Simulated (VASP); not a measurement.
# Ru (P6_3/mmc) in VASP: further runs

The runs below take Ru through relaxation of cell and atoms, with PBE.

Program: VASP 6.6.1. These are calculated values, not measurements. Logs are shortened: lines on timing, memory, paths and dates and some standing lists are left out, and cuts for length are marked.

## Step 1: The structure

Symmetry: P6_3/mmc, No. 194, hexagonal system. The conventional cell has a = 2.706 Å, b = 2.706 Å, c = 4.282 Å, α = 90.00°, β = 90.00°, γ = 120.00°. Ru (site symmetry -6m2) is surrounded by 12 Ru at 2.65 to 2.71 Å.

## Step 2: Relaxation of cell and atoms, PBE

Input file INCAR:

```
SYSTEM = Ru
  ALGO = Normal
  EDIFF = 1E-7
  EDIFFG = -0.15
  ENCUT = 520
  GGA = PE
  IBRION = 2
  ISIF = 3
  ISMEAR = 0
  LASPH = .True.
  LCHARG = .False.
  LREAL = .False.
  LWAVE = .False.
  NELM = 60
  NSW = 80
  PREC = Accurate
  SIGMA = 0.1
```

Input file KPOINTS:

```
k-points
0
Gamma
  18 18 10
  0 0 0
```

Input file POSCAR:

```
Ru
1.0
    2.7058000000      0.0000000000      0.0000000000
   -1.3529000000      2.3432915400      0.0000000000
    0.0000000000      0.0000000000      4.2819000000
Ru
2
Direct
    0.3333333300      0.6666666700      0.2500000000
    0.6666666700      0.3333333300      0.7500000000
```

Potentials or basis: VASP PAW PBE potentials, release 64 (Ru_pv).

Run with:

```
$ cat potpaw_PBE.64/Ru_pv/POTCAR > POTCAR
$ mpirun -np 1 vasp_std > vasp.out
```

OUTCAR:

```text
SYSTEM = Ru
   EDIFF = 1E-7
   EDIFFG = -0.15
   ENCUT = 520
   GGA = PE
   IBRION = 2
   ISIF = 3
   ISMEAR = 0
   LASPH = .True.
   LREAL = .False.
   NELM = 60
   NSW = 80
   PREC = Accurate

 ion  position               nearest neighbor table
   1  0.333  0.667  0.250-   2 2.65   2 2.65   2 2.65   2 2.65   2 2.65   2 2.65
   2  0.667  0.333  0.750-   1 2.65   1 2.65   1 2.65   1 2.65   1 2.65   1 2.65

  LATTYP: Found a hexagonal cell.
 ALAT       =     2.7058000000
 C/A-ratio  =     1.5824894671

  Lattice vectors:

 A1 = (   2.7058000000,   0.0000000000,   0.0000000000)
 A2 = (  -1.3529000000,   2.3432915400,   0.0000000000)
 A3 = (   0.0000000000,   0.0000000000,   4.2819000000)

Analysis of symmetry for initial positions (statically):
=====================================================================
 Subroutine PRICEL returns:
 Original cell was already a primitive cell.

 Routine SETGRP: Setting up the symmetry group for a
 hexagonal supercell.

 Subroutine GETGRP returns: Found 24 space group operations
 (whereof 12 operations were pure point group operations)
 out of a pool of 24 trial point group operations.

The static configuration has the point symmetry D_3d.
 The point group associated with its full space group is D_6h.

Analysis of symmetry for dynamics (positions and initial velocities):
=====================================================================
 Subroutine PRICEL returns:
 Original cell was already a primitive cell.

 Routine SETGRP: Setting up the symmetry group for a
 hexagonal supercell.

 Subroutine GETGRP returns: Found 24 space group operations
 (whereof 12 operations were pure point group operations)
 out of a pool of 24 trial point group operations.

The dynamic configuration has the point symmetry D_3d.
 The point group associated with its full space group is D_6h.

 Subroutine INISYM returns: Found 24 space group operations
 (whereof 12 operations are pure point group operations),
 and found     1 'primitive' translations

----------------------------------------------------------------------------------------

                                     Primitive cell

  volume of cell :      27.1493

  direct lattice vectors                    reciprocal lattice vectors
     2.705800000  0.000000000  0.000000000     0.369576465  0.213375072  0.000000000
    -1.352900000  2.343291540  0.000000000     0.000000000  0.426750143  0.000000000
     0.000000000  0.000000000  4.281900000     0.000000000  0.000000000  0.233541185

  length of vectors
     2.705800000  2.705800002  4.281900000     0.426750143  0.426750143  0.233541185

  position of ions in fractional coordinates (direct lattice)
     0.333333330  0.666666670  0.250000000
     0.666666670  0.333333330  0.750000000

  ion indices of the primitive-cell ions
   primitive index   ion index
                 1           1
                 2           2

----------------------------------------------------------------------------------------

 KPOINTS: k-points

Automatic generation of k-mesh.
 Grid dimensions read from file:
 generate k-points for:   18   18   10

 Generating k-lattice:

  Cartesian coordinates                     Fractional coordinates (reciprocal lattice)
     0.020532026  0.011854171  0.000000000     0.055555556  0.000000000  0.000000000
     0.000000000  0.023708341  0.000000000     0.000000000  0.055555556  0.000000000
     0.000000000  0.000000000  0.023354118     0.000000000  0.000000000  0.100000000

  Length of vectors
     0.023708341  0.023708341  0.023354118

  Shift w.r.t. Gamma in fractional coordinates (k-lattice)
     0.000000000  0.000000000  0.000000000

 Subroutine IBZKPT returns following result:
 ===========================================

 Found    222 irreducible k-points:

 Following reciprocal coordinates:
            Coordinates               Weight
  0.000000  0.000000  0.000000      1.000000
  0.055556 -0.000000  0.000000      6.000000
  0.111111 -0.000000  0.000000      6.000000
  0.166667 -0.000000  0.000000      6.000000
  0.222222  0.000000  0.000000      6.000000
  0.277778 -0.000000  0.000000      6.000000
[... 16 lines left out ...]
  0.333333  0.111111  0.000000     12.000000
  0.388889  0.111111  0.000000     12.000000
 [... further k-points ...]
   k-points           NKPTS =    222   k-points in BZ     NKDIM =    222   number of bands    NBANDS=     18
   number of dos      NEDOS =    301   number of ions     NIONS =      2
   total plane-waves  NPLWV =  12800
   dimension x,y,z NGX =    20 NGY =   20 NGZ =   32
   dimension x,y,z NGXF=    40 NGYF=   40 NGZF=   64
   ions per type =               2
   NGX,Y,Z   is equivalent  to a cutoff of  12.29, 12.29, 12.42 a.u.
   NGXF,Y,Z  is equivalent  to a cutoff of  24.58, 24.58, 24.85 a.u.
 SYSTEM =  Ru
   PREC   = accura    normal or accurate (medium, high low for compatibility)
   ISTART =      0    job   : 0-new  1-cont  2-samecut
   ICHARG =      2    charge: 1-file 2-atom 10-const
   ISPIN  =      1    spin polarized calculation?
   LNONCOLLINEAR =      F non collinear calculations
   LSORBIT =      F    spin-orbit coupling
   LASPH  =      T    aspherical Exc in radial PAW
   ENCUT  =  520.0 eV  38.22 Ry    6.18 a.u.   5.03  5.03  7.96*2*pi/ulx,y,z
   NELM   =     60;   NELMIN=  2; NELMDL= -5     # of ELM steps
   EDIFF  = 0.1E-06   stopping-criterion for ELM
   LREAL  =      F    real-space projection
   EDIFFG = -.1E+00   stopping-criterion for IOM
   NSW    =     80    number of steps for IOM
   IBRION =      2    ionic relax: 0-MD 1-quasi-New 2-CG
   NFREE  =      1    steps in history (QN), initial steepest desc. (CG)
   ISIF   =      3    stress and relaxation
   ISYM   =      2    0-nonsym 1-usesym 2-fastsym
   POTIM  = 0.5000    time-step for ionic-motion
   TEBEG  =    0.0;   TEEND  =   0.0 temperature during run
   PSTRESS=    0.0 pullay stress
   NELECT =      28.0000    total number of electrons
   NUPDOWN=      -1.0000    fix difference up-down
   EMIN   =  10.00;   EMAX   =-10.00  energy-range for DOS
   EFERMI =   0.00;   METHOD = LEGACY
   ISMEAR =     0;   SIGMA  =   0.10  broadening in eV -4-tet -1-fermi 0-gaus
   EFERMI_NEDOS =   21; number of points for ismear=-14 and -15
   IALGO  =     38    algorithm
   IMIX   =      4    mixing-type and parameters
     AMIX     =   0.40;   BMIX     =  1.00
     AMIX_MAG =   1.60;   BMIX_MAG =  1.00
  volume/ion in A,a.u.               =      13.57        91.61
  Fermi-wavevector in a.u.,A,eV,Ry     =   1.654022  3.125649 37.222674  2.735789
  Thomas-Fermi vector in A             =   2.742361
   LORBIT       =      0    0 simple, 1 ext, 2 COOP (PROOUT), +10 PAW based schemes
   GGA     = PE    functional components
   LHFCALC =     F    Hartree Fock is set to
   AEXX    =    0.0000 exact exchange contribution
   IVDW    =     0    specifies the selected vdW correction
   LEPSILON=     F    determine dielectric tensor
   LRPA    =     F    only Hartree local field effects (RPA)
 conjugate gradient relaxation of ions
 non-spin polarized calculation
 Gauss-broadening in eV      SIGMA  =   0.10
  energy-cutoff  :      520.00
  volume of cell :       27.15
 maximum number of plane-waves:       752
 NGX is ok and might be reduce to    20
   NGX =  9   NGY =  9   NGZ = 15

--------------------------------------- Ionic step        1  -------------------------------------------

 number of electron      28.0000008 magnetization

 Free energy of the ion-electron system (eV)
  ---------------------------------------------------
  ext. energy  EPLUGINS =         0.00000000
  ---------------------------------------------------
  free energy    TOTEN  =       -18.46641888 eV

  energy without entropy =      -18.45732428  energy(sigma->0) =      -18.46187158

------------------------ aborting loop because EDIFF is reached ----------------------------------------

  FORCE on cell =-STRESS in cart. coord.  units (eV):
  Direction    XX          YY          ZZ          XY          YZ          ZX
  --------------------------------------------------------------------------------------
  -------------------------------------------------------------------------------------
  Total        0.7702034      0.7702034      0.6884916      0.0000000      0.0000000      0.0000000
  in kB       45.4524699     45.4524700     40.6303604      0.0000000      0.0000000      0.0000000
  external PRESSURE =      43.8451001 kB  Pullay stress =       0.0000000 kB

 VOLUME and BASIS-vectors are now :
 -----------------------------------------------------------------------------
  energy-cutoff  :      520.00
  volume of cell :       27.15
      direct lattice vectors                 reciprocal lattice vectors
     2.705800000  0.000000000  0.000000000     0.369576465  0.213375072  0.000000000
    -1.352900000  2.343291540  0.000000000     0.000000000  0.426750143  0.000000000
     0.000000000  0.000000000  4.281900000     0.000000000  0.000000000  0.233541185
[... 37 lines left out ...]
 POSITION                                       TOTAL-FORCE (eV/Angst)
 -----------------------------------------------------------------------------------
     -0.00000      1.59122      1.08825        -0.000000      0.000000      0.000000
      1.37803      0.79561      3.26476         0.000000     -0.000000      0.000000
 -----------------------------------------------------------------------------------
    total drift:                               -0.000005      0.000003     -0.000000

  FREE ENERGIE OF THE ION-ELECTRON SYSTEM (eV)
  ---------------------------------------------------
  free  energy   TOTEN  =       -18.4307851282 eV

  energy  without entropy=      -18.4209445459  energy(sigma->0) =      -18.42586484

--------------------------------------- Ionic step        3  -------------------------------------------

 number of electron      28.0000014 magnetization

 Free energy of the ion-electron system (eV)
  ---------------------------------------------------
  ext. energy  EPLUGINS =         0.00000000
  ---------------------------------------------------
  free energy    TOTEN  =       -18.47144052 eV

  energy without entropy =      -18.46215467  energy(sigma->0) =      -18.46679759

 E-fermi :  12.5863     XC(G=0): -14.0348

 val. band max:       12.5851481906   @ k =   0.0000   0.0000   0.2000
 cond. band min:      12.5923620422   @ k =   0.4444   0.1111   0.5000
 fundamental gap:      0.0072138516
 Fermi energy:        12.5863097801

 k-point     1 :       0.0000    0.0000    0.0000
  band No.  band energies     occupation
      1     -31.0040      2.00000
      2     -30.1112      2.00000
      3     -30.1112      2.00000
      4     -29.9477      2.00000
      5     -29.9477      2.00000
      6     -29.9098      2.00000
[... 10 lines left out ...]
     17      13.7509      0.00000
     18      13.8764      0.00000
[... 463 lines left out ...]
 k-point    24 :       0.3889    0.1111    0.0000
  band No.  band energies     occupation
      1     -30.7781      2.00000
      2     -30.6033      2.00000
      3     -30.5453      2.00000
      4     -30.3666      2.00000
      5     -30.1874      2.00000
      6     -30.1128      2.00000
[... 10 lines left out ...]
     17      16.2757      0.00000
     18      19.8853      0.00000

 [... further k-points ...]

------------------------ aborting loop because EDIFF is reached ----------------------------------------

  FORCE on cell =-STRESS in cart. coord.  units (eV):
  Direction    XX          YY          ZZ          XY          YZ          ZX
  --------------------------------------------------------------------------------------
  -------------------------------------------------------------------------------------
  Total        0.0204097      0.0204097     -0.0686604      0.0000000      0.0000000     -0.0000000
  in kB        1.1879201      1.1879201     -3.9962958      0.0000000      0.0000000     -0.0000000
  external PRESSURE =      -0.5401519 kB  Pullay stress =       0.0000000 kB

 VOLUME and BASIS-vectors are now :
 -----------------------------------------------------------------------------
  energy-cutoff  :      520.00
  volume of cell :       27.53
      direct lattice vectors                 reciprocal lattice vectors
     2.718748578  0.000000000  0.000000000     0.367816284  0.212358831  0.000000000
    -1.359374289  2.354505337  0.000000000     0.000000000  0.424717661  0.000000000
    -0.000000000  0.000000000  4.300217073     0.000000000  0.000000000  0.232546400

 POSITION                                       TOTAL-FORCE (eV/Angst)
 -----------------------------------------------------------------------------------
     -0.00000      1.56967      1.07505        -0.000000     -0.000000      0.000000
      1.35937      0.78484      3.22516         0.000000      0.000000      0.000000
 -----------------------------------------------------------------------------------
    total drift:                               -0.000004      0.000003     -0.000000

  FREE ENERGIE OF THE ION-ELECTRON SYSTEM (eV)
  ---------------------------------------------------
  free  energy   TOTEN  =       -18.4714405159 eV

  energy  without entropy=      -18.4621546663  energy(sigma->0) =      -18.46679759

 reached required accuracy - stopping structural energy minimisation
```

Run time: 1.7 min. Hardware: 1 thread of Intel Xeon Platinum 8488C (Sapphire Rapids), shared host; peak memory 0.2 GiB.

What came out:

| Property | Result |
| --- | --- |
| Free energy | -18.4714 eV |
| Relaxed volume | 13.76 Å³/atom |
| Relaxed cell | a = 2.719 Å, b = 2.719 Å, c = 4.300 Å, α = 90.00°, β = 90.00°, γ = 120.00° |
| Space group after relaxing (to 0.05 Å) | P6_3/mmc (No. 194) |
| Energy gained by relaxing | 2.5 meV/atom |
| Ionic steps | 3 |
| Pressure after relaxing | -0.1 GPa |
| Band gap on the k mesh | none (metal or under the smearing width) |

The path:
```
step  energy change (eV)  largest force (eV/Å)  pressure (GPa)  volume (Å³)
   1              0.0000                0.0000            4.38        27.15
   2              0.0356                0.0000          -11.25        28.64
   3             -0.0050                0.0000           -0.05        27.53
```

Final structure:
```
Ru
1.0
     2.71875    0.00000    0.00000
    -1.35937    2.35451    0.00000
     0.00000    0.00000    4.30022
Ru
2
Direct
  0.33333 0.66667 0.25000
  0.66667 0.33333 0.75000
```

Caveat: the relaxation stopped at a loose force limit of 0.15 eV/Å, so its end isn't a converged minimum. Zero-point motion and thermal expansion aren't in these numbers.

## Step 3: Relaxation of cell and atoms, PBE

This run uses another cell than the first one, of 13.76 Å³/atom, 1.014 times its volume.

INCAR is that of step 2.

KPOINTS is that of step 2.

Input file POSCAR:

```
Ru                                      
1.0
    2.7187485778      0.0000000000      0.0000000000
   -1.3593742889      2.3545053374      0.0000000000
   -0.0000000000      0.0000000000      4.3002170734
  Ru            
     2
Direct
     0.3333333300000021    0.6666666699999979    0.2500000000000000
     0.6666666699999979    0.3333333300000021    0.7500000000000000
```

Potentials or basis: VASP PAW PBE potentials, release 64 (Ru_pv).

Run with:

```
$ cat potpaw_PBE.64/Ru_pv/POTCAR > POTCAR
$ mpirun -np 1 vasp_std > vasp.out
```

OUTCAR:

```text
SYSTEM = Ru
   EDIFF = 1E-7
   EDIFFG = -0.15
   ENCUT = 520
   GGA = PE
   IBRION = 2
   ISIF = 3
   ISMEAR = 0
   LASPH = .True.
   LREAL = .False.
   NELM = 60
   NSW = 80
   PREC = Accurate

 ion  position               nearest neighbor table
   1  0.333  0.667  0.250-   2 2.66   2 2.66   2 2.66   2 2.66   2 2.66   2 2.66
   2  0.667  0.333  0.750-   1 2.66   1 2.66   1 2.66   1 2.66   1 2.66   1 2.66

  LATTYP: Found a hexagonal cell.
[... 701 lines left out ...]

  FORCE on cell =-STRESS in cart. coord.  units (eV):
  Direction    XX          YY          ZZ          XY          YZ          ZX
  --------------------------------------------------------------------------------------
  -------------------------------------------------------------------------------------
  Total        0.0164023      0.0164023     -0.0723125      0.0000000      0.0000000     -0.0000000
  in kB        0.9546747      0.9546747     -4.2088635      0.0000000      0.0000000     -0.0000000
  external PRESSURE =      -0.7665047 kB  Pullay stress =       0.0000000 kB

 VOLUME and BASIS-vectors are now :
 -----------------------------------------------------------------------------
  energy-cutoff  :      520.00
  volume of cell :       27.53
      direct lattice vectors                 reciprocal lattice vectors
     2.718748578  0.000000000  0.000000000     0.367816284  0.212358831  0.000000000
    -1.359374289  2.354505337  0.000000000     0.000000000  0.424717661  0.000000000
     0.000000000  0.000000000  4.300217073     0.000000000  0.000000000  0.232546400

 POSITION                                       TOTAL-FORCE (eV/Angst)
 -----------------------------------------------------------------------------------
     -0.00000      1.56967      1.07505        -0.000000     -0.000000      0.000000
      1.35937      0.78484      3.22516         0.000000      0.000000      0.000000
 -----------------------------------------------------------------------------------
    total drift:                               -0.000004      0.000003     -0.000000

  FREE ENERGIE OF THE ION-ELECTRON SYSTEM (eV)
  ---------------------------------------------------
  free  energy   TOTEN  =       -18.4717120238 eV

  energy  without entropy=      -18.4624261212  energy(sigma->0) =      -18.46706907

 reached required accuracy - stopping structural energy minimisation
```

Wall time 39 s (1 thread of Intel Xeon Platinum 8488C (Sapphire Rapids), shared host); peak memory 0.2 GiB.

What came out:

```yaml
Free_energy: -18.4717 eV
Pressure_after_relaxing: -0.1 GPa
Band_gap_on_the_k_mesh: none (metal or under the smearing width)
```

Final structure:
```
Ru
1.0
     2.71875    0.00000    0.00000
    -1.35937    2.35451    0.00000
     0.00000    0.00000    4.30022
Ru
2
Direct
  0.33333 0.66667 0.25000
  0.66667 0.33333 0.75000
```

Levels at points of the mesh, in eV from the Fermi level:
```csv
k point,band 12,band 13,band 14,band 15,band 16,band 17
"(0.00, 0.00, 0.00)",-1.87,-1.87,-1.36,-1.36,1.16,1.16
"(0.50, 0.00, 0.00)",-1.76,-1.48,1.40,1.81,1.88,4.00
"(0.00, 0.00, 0.50)",-2.70,-2.66,-2.66,0.54,0.54,0.54
"(0.50, 0.00, 0.50)",-1.03,0.45,0.45,1.65,1.65,3.35
```

Caveat: the relaxation stopped at its first step, so nothing moved; the relaxation stopped at a loose force limit of 0.15 eV/Å, so its end isn't a converged minimum.
